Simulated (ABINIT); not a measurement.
MnO2:

```
Mn O
1.0
     2.85658    0.00000    0.00000
    -1.42829    2.47387    0.00000
     0.00000    0.00000    4.60137
Mn O
1 2
Direct
  0.00000 0.00000 0.50000
  0.33333 0.66667 0.70629
  0.66667 0.33333 0.29371
```

Measurements of this composition are mostly on another form, of space group No. 136.

```yaml
Program: ABINIT 10.8.3 (patched build)
Task: relaxation of cell and atoms
Functional: LDA
Potentials_or_basis: JTH PAW LDA v2.0
Cutoff: 707 eV
k_mesh: 6 × 6 × 3
Occupations: fermi-dirac, width 0.05 eV
Spin: collinear spin, ferromagnetic start
Starting_moments: "[4.0, 0.0, 0.0] μB"
```

At the start: pressure -7.3 GPa; volume 10.84 Å³/atom.

Q: How do energy, volume and symmetry change on relaxing?

A: Over 11 steps the energy falls by 10.4 meV/atom and the volume is 10.08 Å³/atom (-7.0 %); space group P-3m1 (No. 164, to 0.05 Å); moment 3.00 μB per cell.

The path:
```
step  energy change (eV)  largest force (eV/Å)  pressure (GPa)  volume (Å³)
   1              0.0000                0.4563           -7.32        32.52
   2             -0.0241                0.0450           -1.89        31.79
   3             -0.0261                0.0505           -0.11        31.48
   4             -0.0265                0.0230           -0.03        31.38
   5             -0.0270                0.0013            0.07        31.22
   6             -0.0283                0.0379            0.19        30.85
   7             -0.0299                0.0550            0.67        30.11
   8             -0.0306                0.1043           -0.71        30.24
   9             -0.0311                0.0221            0.10        30.29
  10             -0.0312                0.0020            0.02        30.23
  11             -0.0312                0.0010           -0.01        30.24
```

Final structure:
```yaml
crystal:
  lattice:
    - [2.82317, 0.00000, 0.00000]
    - [-1.41158, 2.44493, 0.00000]
    - [0.00000, 0.00000, 4.38148]
  atoms:
    - { symbol: Mn, position: [0.00000, 0.00000, 0.50000] }
    - { symbol: O, position: [0.33333, 0.66667, 0.71462] }
    - { symbol: O, position: [0.66667, 0.33333, 0.28538] }
```

Caveat: the k mesh is coarse (spacing up to 0.46 Å⁻¹), so the values aren't converged; a cell with one magnetic atom can't hold antiferromagnetic order, which such compounds often take.
